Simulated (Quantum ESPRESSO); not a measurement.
The system is MnSi.

```xyz
2
Lattice="0.0000 2.5272 2.5272 2.5272 0.0000 2.5272 2.5272 2.5272 0.0000" Properties=species:S:1:pos:R:3 pbc="T T T"
Mn    0.0000    0.0000    0.0000
Si    1.2636    1.2636    1.2636
```

The cell was built by a generator and needn't be a form met in nature.

```yaml
Program: Quantum ESPRESSO 7.5
Task: phonons
Functional: PBEsol
Potentials_or_basis: GBRV 1.5 PBEsol
Cutoff: 612 eV
Density_cutoff: 4898 eV
k_mesh: 6 × 6 × 6
Occupations: cold, width 0.2 eV
Spin: collinear spin, ferromagnetic start
Starting_moments: "[4.0, 0.0] μB"
Mixing_beta: 0.3
Most_SCF_iterations: 120
SCF_threshold: 4e-10 Ry
```

The cell and the atoms were relaxed first, to 18.78 Å³/atom (a = 3.759 Å, b = 3.759 Å, c = 3.759 Å, α = 60.00°, β = 60.00°, γ = 60.00°), and the response was taken there.

Question: Which optical modes does the crystal have at the zone centre, and which show in infrared and Raman spectra?

Answer: The optical modes are T2. Infrared active: T2. Raman active: T2.

Optical modes at Γ, degenerate ones joined:
```
cm⁻¹  components  symmetry     active in
 360           3        T2  IR and Raman
```

Caveat: the k mesh is coarse; the mesh is thin for the phonons of a metal; the volume moved by over 15 % at a fixed basis, so the end points are rough.
